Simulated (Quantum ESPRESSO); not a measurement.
# CdSe (Fm-3m) in Quantum ESPRESSO: reference runs

Aim: a first look at CdSe with PBE, on the cell as given and on a disturbed one.

Program: Quantum ESPRESSO 7.5. These are calculated values, not measurements. Logs are shortened: lines on timing, memory, paths and dates and some standing lists are left out, and cuts for length are marked.

### Step 1. Starting point

Symmetry: Fm-3m, No. 225, cubic system. The conventional cell has a = 5.748 Å, b = 5.748 Å, c = 5.748 Å, α = 90.00°, β = 90.00°, γ = 90.00°. Cd (site symmetry m-3m) has 6 Se at 2.87 Å as nearest neighbours. Se (site symmetry m-3m) is surrounded by 6 Cd at 2.87 Å.

Measurements of this composition are mostly on another form, of space group No. 186.

### Step 2. Single point, PBE

Contents of pw.in:

```
&CONTROL
  calculation = 'scf'
  prefix = 'pwscf'
  outdir = './tmp'
  pseudo_dir = './pseudo'
  tprnfor = .true.
  tstress = .true.
  disk_io = 'nowf'
/
&SYSTEM
  ibrav = 0
  nat = 2
  ntyp = 2
  ecutwfc = 60
  ecutrho = 480
  nbnd = 15
  occupations = 'smearing'
  smearing = 'fd'
  degauss = 0.00367493
/
&ELECTRONS
  conv_thr = 4d-10
  electron_maxstep = 120
  mixing_beta = 0.5
/
ATOMIC_SPECIES
Cd   112.4140 Cd.pbe-dn-rrkjus_psl.0.3.1.UPF
Se    78.9710 Se_pbe_v1.uspp.F.UPF
CELL_PARAMETERS angstrom
   0.0000000000    2.8739580000    2.8739580000
   2.8739580000    0.0000000000    2.8739580000
   2.8739580000    2.8739580000    0.0000000000
ATOMIC_POSITIONS crystal
Cd     0.0000000000    0.0000000000    0.0000000000
Se     0.5000000000    0.5000000000    0.5000000000
K_POINTS automatic
8 8 8 0 0 0
```

Potentials or basis: SSSP 1.3 efficiency PBE.

The run is started by

```bash
$ OMP_NUM_THREADS=1 pw.x -in pw.in > pw.out
```

pw.out:

```text
This program is part of the open-source Quantum ESPRESSO suite
     for quantum simulation of materials; please cite
         "P. Giannozzi et al., J. Phys.:Condens. Matter 21 395502 (2009);
         "P. Giannozzi et al., J. Phys.:Condens. Matter 29 465901 (2017);
         "P. Giannozzi et al., J. Chem. Phys. 152 154105 (2020);
     in publications or presentations arising from this work. More details at

     file Cd.pbe-dn-rrkjus_psl.0.3.1.UPF: wavefunction(s)  4D renormalized
     Message from routine setup:
     using ibrav=0 with symmetry is DISCOURAGED, use correct ibrav instead

     Subspace diagonalization in iterative solution of the eigenvalue problem:
     a serial algorithm will be used

     G-vector sticks info
     --------------------
     sticks:   dense  smooth     PW     G-vecs:    dense   smooth      PW
     Sum        1945     967    295                56905    20107    3287

     Using Slab Decomposition

     bravais-lattice index     =            0
     lattice parameter (alat)  =       7.6806  a.u.
     unit-cell volume          =     320.3818 (a.u.)^3
     number of atoms/cell      =            2
     number of atomic types    =            2
     number of electrons       =        18.00
     number of Kohn-Sham states=           15
     kinetic-energy cutoff     =      60.0000  Ry
     charge density cutoff     =     480.0000  Ry
     scf convergence threshold =      4.0E-10
     mixing beta               =       0.5000
     number of iterations used =            8  plain     mixing
     Exchange-correlation= SLA  PW   PBE  PBE
                           (   1   4   3   4   0   0   0)

     celldm(1)=   7.680585  celldm(2)=   0.000000  celldm(3)=   0.000000
     celldm(4)=   0.000000  celldm(5)=   0.000000  celldm(6)=   0.000000

     crystal axes: (cart. coord. in units of alat)
               a(1) = (   0.000000   0.707107   0.707107 )
               a(2) = (   0.707107   0.000000   0.707107 )
               a(3) = (   0.707107   0.707107   0.000000 )

     reciprocal axes: (cart. coord. in units 2 pi/alat)
               b(1) = ( -0.707107  0.707107  0.707107 )
               b(2) = (  0.707107 -0.707107  0.707107 )
               b(3) = (  0.707107  0.707107 -0.707107 )

     PseudoPot. # 1 for Cd read from file:
     Cd.pbe-dn-rrkjus_psl.0.3.1.UPF
     Pseudo is Ultrasoft + core correction, Zval = 12.0
     Generated using "atomic" code by A. Dal Corso  v.5.0.99 svn rev. 10869
     Using radial grid of 1239 points,  6 beta functions with:
                l(1) =   0
                l(2) =   0
                l(3) =   1
                l(4) =   1
                l(5) =   2
                l(6) =   2
     Q(r) pseudized with 0 coefficients

     PseudoPot. # 2 for Se read from file:
     Se_pbe_v1.uspp.F.UPF
     Pseudo is Ultrasoft + core correction, Zval =  6.0
     Generated by new atomic code, or converted to UPF format
     Using radial grid of  877 points,  6 beta functions with:
                l(1) =   0
                l(2) =   0
                l(3) =   1
                l(4) =   1
                l(5) =   2
                l(6) =   2
     Q(r) pseudized with  8 coefficients,  rinner =    1.300   1.300   1.300
                                                       1.300   1.300

     atomic species   valence    mass     pseudopotential
     Cd               12.00   112.41400     Cd( 1.00)
     Se                6.00    78.97100     Se( 1.00)

     48 Sym. Ops., with inversion, found

   Cartesian axes

     site n.     atom                  positions (alat units)
         1        Cd     tau(   1) = (   0.0000000   0.0000000   0.0000000  )
         2        Se     tau(   2) = (   0.7071068   0.7071068   0.7071068  )

     number of k points=    29  Fermi-Dirac smearing, width (Ry)=  0.0037
                       cart. coord. in units 2pi/alat
        k(    1) = (   0.0000000   0.0000000   0.0000000), wk =   0.0039062
        k(    2) = (   0.0883883   0.0883883  -0.0883883), wk =   0.0312500
        k(    3) = (   0.1767767   0.1767767  -0.1767767), wk =   0.0312500
        k(    4) = (   0.2651650   0.2651650  -0.2651650), wk =   0.0312500
        k(    5) = (  -0.3535534  -0.3535534   0.3535534), wk =   0.0156250
        k(    6) = (   0.1767767   0.0000000   0.0000000), wk =   0.0234375
[... 21 lines left out ...]
        k(   28) = (  -0.7071068   0.1767767   0.0000000), wk =   0.0468750
        k(   29) = (  -0.7071068   0.3535534   0.0000000), wk =   0.0234375

     Dense  grid:    56905 G-vectors     FFT dimensions: (  54,  54,  54)

     Smooth grid:    20107 G-vectors     FFT dimensions: (  40,  40,  40)

     Initial potential from superposition of free atoms

     starting charge      17.9950, renormalised to      18.0000
     Starting wfcs are   13 randomized atomic wfcs +    2 random wfcs

     Self-consistent Calculation

     iteration #  1     ecut=    60.00 Ry     beta= 0.50
     Davidson diagonalization with overlap
     ethr =  1.00E-02,  avg # of iterations =  4.8

     Threshold (ethr) on eigenvalues was too large:
     Diagonalizing with lowered threshold

     Davidson diagonalization with overlap
     ethr =  2.43E-04,  avg # of iterations =  3.4

     total energy              =    -165.91038703 Ry
     estimated scf accuracy    <       0.04464351 Ry

     iteration #  2     ecut=    60.00 Ry     beta= 0.50
     Davidson diagonalization with overlap
     ethr =  2.48E-04,  avg # of iterations =  2.1

     total energy              =    -165.91925006 Ry
     estimated scf accuracy    <       0.00197319 Ry

     iteration #  3     ecut=    60.00 Ry     beta= 0.50
     Davidson diagonalization with overlap
     c_bands:  1 eigenvalues not converged
     ethr =  1.10E-05,  avg # of iterations =  6.5

     total energy              =    -165.91962066 Ry
     estimated scf accuracy    <       0.00036947 Ry

     iteration #  4     ecut=    60.00 Ry     beta= 0.50
     Davidson diagonalization with overlap
     ethr =  2.05E-06,  avg # of iterations =  4.8

     total energy              =    -165.91969041 Ry
     estimated scf accuracy    <       0.00006056 Ry
[... 19 lines left out ...]
     total energy              =    -165.91970239 Ry
     estimated scf accuracy    <          9.6E-09 Ry

     iteration #  8     ecut=    60.00 Ry     beta= 0.50
     Davidson diagonalization with overlap
     ethr =  5.34E-11,  avg # of iterations =  8.8

     End of self-consistent calculation

          k = 0.0000 0.0000 0.0000 (  2565 PWs)   bands (ev):

    -5.6560  -0.5794  -0.5794  -0.5638  -0.5638  -0.5638   6.6166   6.6166
     6.6166   7.3041  15.9167  15.9167  15.9167  16.9853  16.9853

          k = 0.0884 0.0884-0.0884 (  2544 PWs)   bands (ev):

    -5.5459  -0.6119  -0.6119  -0.5732  -0.5451  -0.5451   5.2075   6.6908
     6.6908   8.6961  14.6055  15.3517  15.3517  16.6488  16.6511

          k = 0.1768 0.1768-0.1768 (  2529 PWs)   bands (ev):
[... 6 lines left out ...]
    -4.9146  -0.7704  -0.7704  -0.6733  -0.4454  -0.4454   2.6904   7.1017
     7.1017  10.2964  12.8811  12.8811  13.1374  17.4650  18.8700

          k =-0.3536-0.3536 0.3536 (  2512 PWs)   bands (ev):

    -4.7538  -0.8020  -0.8020  -0.7171  -0.4244  -0.4244   2.3156   7.2034
     7.2034  10.2466  12.4942  12.4942  13.1441  18.4755  20.0697

          k = 0.1768 0.0000 0.0000 (  2541 PWs)   bands (ev):

    -5.5143  -0.6495  -0.5794  -0.5681  -0.5434  -0.5434   5.2981   6.4106
     6.4106   9.1691  14.1796  14.7802  15.5535  15.5535  18.2727

          k = 0.2652 0.0884-0.0884 (  2532 PWs)   bands (ev):

    -5.2976  -0.7038  -0.6094  -0.5966  -0.5128  -0.4914   4.2016   6.3267
     6.5338  10.1784  12.7601  14.0686  15.0256  15.9742  18.3251

          k = 0.3536 0.1768-0.1768 (  2502 PWs)   bands (ev):
[... 11 lines left out ...]
    -4.8177  -0.7824  -0.7303  -0.6422  -0.4419  -0.4148   2.6223   6.1085
     7.1310  10.9935  11.5634  12.8540  14.4597  18.0793  18.5716

          k =-0.0884-0.2652 0.2652 (  2523 PWs)   bands (ev):

    -5.0845  -0.7471  -0.6971  -0.6015  -0.4901  -0.4443   3.3934   5.9636
     7.2299  10.8604  12.2821  13.2367  14.0915  17.1197  17.8437

          k = 0.0000-0.1768 0.1768 (  2541 PWs)   bands (ev):

    -5.3801  -0.6773  -0.6357  -0.5824  -0.5325  -0.4995   4.4315   6.1727
     7.0314   9.7943  13.7251  14.2320  14.2918  16.3148  17.8263

          k = 0.3536 0.0000 0.0000 (  2525 PWs)   bands (ev):

    -5.1960  -0.6677  -0.6170  -0.5407  -0.4845  -0.4845   4.3077   5.9040
     5.9040   9.6098  13.2251  13.6402  15.8413  15.8413  19.8163

          k = 0.4419 0.0884-0.0884 (  2511 PWs)   bands (ev):

    -5.0016  -0.6301  -0.5786  -0.5780  -0.4342  -0.4297   3.6040   5.7076
     5.7950   8.9707  13.2780  14.0430  15.6033  16.5628  20.4616

          k =-0.1768-0.5303 0.5303 (  2514 PWs)   bands (ev):

    -4.8198  -0.6562  -0.6341  -0.5314  -0.4052  -0.3389   2.9834   5.1818
     6.0374   9.1921  13.0490  14.7509  14.8590  17.1336  20.6177

          k =-0.0884-0.4419 0.4419 (  2526 PWs)   bands (ev):

    -4.7644  -0.7267  -0.6533  -0.5442  -0.4237  -0.3187   2.9358   4.7269
     6.5396   9.8952  12.8100  13.9000  15.0114  17.8669  18.8020

          k = 0.0000-0.3536 0.3536 (  2517 PWs)   bands (ev):

    -4.8778  -0.7604  -0.6910  -0.5739  -0.4617  -0.3785   3.1948   4.9522
     7.0623  10.9255  12.1552  13.2882  14.2408  17.5551  19.7924

          k = 0.5303 0.0000 0.0000 (  2506 PWs)   bands (ev):

    -4.9469  -0.6547  -0.5133  -0.4099  -0.4099  -0.2981   3.5994   5.3932
     5.3932   7.5919  12.9588  15.6140  16.8165  16.8165  20.7950

          k =-0.0884-0.6187 0.6187 (  2510 PWs)   bands (ev):

    -4.8598  -0.6542  -0.5464  -0.4125  -0.3862  -0.0674   3.3305   4.6968
     5.4149   7.7000  13.0498  15.9841  16.5449  17.2850  21.3564

          k = 0.0000-0.5303 0.5303 (  2522 PWs)   bands (ev):

    -4.7849  -0.6354  -0.6323  -0.4648  -0.3979  -0.1065   3.6536   3.6888
     5.8499   8.7007  13.4804  15.3388  15.7333  16.7077  19.7109

          k =-0.7071 0.0000 0.0000 (  2498 PWs)   bands (ev):

    -4.8750  -0.6704  -0.5019  -0.3735  -0.3735   0.0985   3.1535   5.1812
     5.1812   6.7730  12.7343  16.9194  17.5147  17.5147  21.6531

          k = 0.3536 0.1768 0.0000 (  2518 PWs)   bands (ev):

    -5.0877  -0.7044  -0.6390  -0.6043  -0.4814  -0.4372   3.6837   5.6097
     6.6845  10.3275  12.4700  13.7961  14.5926  16.4748  19.6657

          k =-0.2652-0.4419 0.6187 (  2511 PWs)   bands (ev):

    -4.8603  -0.7148  -0.6459  -0.6013  -0.4392  -0.3817   3.0472   5.3239
     6.4751  10.3891  12.1090  14.1091  14.4933  17.3557  19.8597

          k =-0.1768-0.3536 0.5303 (  2518 PWs)   bands (ev):
[... 6 lines left out ...]
    -4.8761  -0.6305  -0.6051  -0.4854  -0.4095  -0.2799   3.3897   5.0628
     5.4550   8.7903  13.4332  14.1143  16.0163  17.2797  20.9122

          k =-0.0884-0.4419 0.6187 (  2508 PWs)   bands (ev):

    -4.7817  -0.6698  -0.6049  -0.5073  -0.3901  -0.1462   3.3278   4.4190
     5.2917   9.5321  13.2286  14.3292  15.4670  17.8352  19.6174

          k = 0.0000-0.3536 0.5303 (  2507 PWs)   bands (ev):

    -4.7735  -0.7132  -0.5901  -0.5571  -0.4080  -0.2332   3.2815   4.3441
     5.8140  10.2543  12.4681  14.5756  14.8597  18.3599  18.4264

          k =-0.7071 0.1768 0.0000 (  2504 PWs)   bands (ev):

    -4.8222  -0.6417  -0.5809  -0.4360  -0.3735   0.0198   3.4259   4.5395
     4.8397   8.2952  13.2830  15.3353  16.1840  17.9679  20.7415

          k =-0.7071 0.3536 0.0000 (  2520 PWs)   bands (ev):

    -4.7667  -0.6811  -0.5551  -0.5551  -0.3735  -0.0392   4.1006   4.1006
     4.2170  10.1316  13.0515  14.6424  14.6424  19.1686  19.1686

     the Fermi energy is     7.3361 ev

!    total energy              =    -165.91970243 Ry
     estimated scf accuracy    <          3.8E-10 Ry
     smearing contrib. (-TS)   =      -0.00020770 Ry
     internal energy E=F+TS    =    -165.91949474 Ry

     The total energy is F=E-TS. E is the sum of the following terms:
     one-electron contribution =     -36.41958464 Ry
     hartree contribution      =      33.53670728 Ry
     xc contribution           =     -72.61147636 Ry
     ewald contribution        =     -90.42514102 Ry

     convergence has been achieved in   8 iterations

     Forces acting on atoms (cartesian axes, Ry/au):

     atom    1 type  1   force =     0.00000000    0.00000000   -0.00000000
     atom    2 type  2   force =    -0.00000000   -0.00000000    0.00000000

     Total force =     0.000000     Total SCF correction =     0.000000

     Computing stress (Cartesian axis) and pressure

          total   stress  (Ry/bohr**3)                   (kbar)     P=       -2.68
  -0.00001819   0.00000000   0.00000000           -2.68        0.00        0.00
   0.00000000  -0.00001819   0.00000000            0.00       -2.68        0.00
   0.00000000   0.00000000  -0.00001819            0.00        0.00       -2.68

=------------------------------------------------------------------------------=
   JOB DONE.
=------------------------------------------------------------------------------=
```

It took 21 s on 1 thread of Intel Xeon 6975P-C (Granite Rapids), shared host; peak memory 0.26 GiB.

What came out:

- Free energy: -2257.4526 eV
- Pressure: -0.3 GPa
- Band gap on the k mesh: none (metal or under the smearing width)

Levels at points of the mesh, in eV from the Fermi level:
| k point | band 5 | band 6 | band 7 | band 8 | band 9 | band 10 | band 11 | band 12 | band 13 | band 14 |
| --- | --- | --- | --- | --- | --- | --- | --- | --- | --- | --- |
| (0.00, 0.00, 0.00) | -7.90 | -7.90 | -0.72 | -0.72 | -0.72 | -0.03 | 8.58 | 8.58 | 8.58 | 9.65 |
| (0.00, 0.00, -0.50) | -7.76 | -7.76 | -5.02 | -0.13 | -0.13 | 2.91 | 5.16 | 5.16 | 5.81 | 11.14 |
| (0.00, -0.50, -0.50) | -7.71 | -7.24 | -4.18 | -2.15 | -2.15 | -0.56 | 5.40 | 9.58 | 10.18 | 10.18 |

### Step 3. Single point, PBE (atoms moved at random, drawn with an rms of 0.05 Å)

pw.in: that of step 2 with these lines changed.

```diff
@@ -33,4 +33,4 @@
 ATOMIC_POSITIONS crystal
-Cd     0.0000000000    0.0000000000    0.0000000000
-Se     0.5000000000    0.5000000000    0.5000000000
+Cd    -0.0135430000    0.0021770000    0.0121660000
+Se     0.4927270000    0.5082720000    0.4844830000
 K_POINTS automatic
```

Potentials or basis: SSSP 1.3 efficiency PBE.

The run is started by

```bash
$ OMP_NUM_THREADS=1 pw.x -in pw.in > pw.out
```

Run time: 1.8 min. Hardware: 1 thread of Intel Xeon 6975P-C (Granite Rapids), shared host; peak memory 0.4 GiB.

The run converged. Its results:

| Quantity | Value |
| --- | --- |
| Free energy | -2257.4479 eV |
| Pressure | -0.1 GPa |
| Largest force | 0.099 eV/Å |
| Band gap on the k mesh | none (metal or under the smearing width) |

Forces in eV/Å, atoms in the order of the input:
```
Cd  -0.066 -0.065  0.036
Se   0.066  0.065 -0.036
```

Stress tensor (GPa, compression positive):
```
-0.02 -0.03  0.02
-0.03 -0.03  0.02
 0.02  0.02 -0.22
```

Levels at points of the mesh, in eV from the Fermi level:
| k point | band 5 | band 6 | band 7 | band 8 | band 9 | band 10 | band 11 | band 12 | band 13 | band 14 |
| --- | --- | --- | --- | --- | --- | --- | --- | --- | --- | --- |
| (0.00, 0.00, 0.00) | -7.90 | -7.89 | -0.71 | -0.71 | -0.70 | -0.02 | 8.48 | 8.54 | 8.58 | 9.66 |
| (0.00, 0.00, -0.50) | -7.76 | -7.75 | -5.00 | -0.13 | -0.13 | 2.91 | 5.16 | 5.17 | 5.82 | 11.12 |
| (0.00, -0.50, -0.50) | -7.70 | -7.23 | -4.19 | -2.15 | -2.14 | -0.54 | 5.39 | 9.60 | 10.20 | 10.21 |
| (0.50, 0.50, 0.50) | -7.76 | -7.75 | -5.02 | -0.14 | -0.14 | 2.93 | 5.17 | 5.19 | 5.82 | 11.13 |
| (-0.50, 0.00, 0.00) | -7.76 | -7.76 | -5.02 | -0.14 | -0.14 | 2.93 | 5.18 | 5.19 | 5.82 | 11.13 |
| (0.00, -0.50, 0.00) | -7.76 | -7.76 | -5.02 | -0.14 | -0.14 | 2.93 | 5.18 | 5.19 | 5.82 | 11.13 |
| (-0.50, 0.00, -0.50) | -7.70 | -7.23 | -4.19 | -2.15 | -2.14 | -0.54 | 5.39 | 9.60 | 10.20 | 10.21 |
| (-0.50, -0.50, 0.00) | -7.70 | -7.23 | -4.18 | -2.15 | -2.15 | -0.54 | 5.38 | 9.59 | 10.20 | 10.22 |
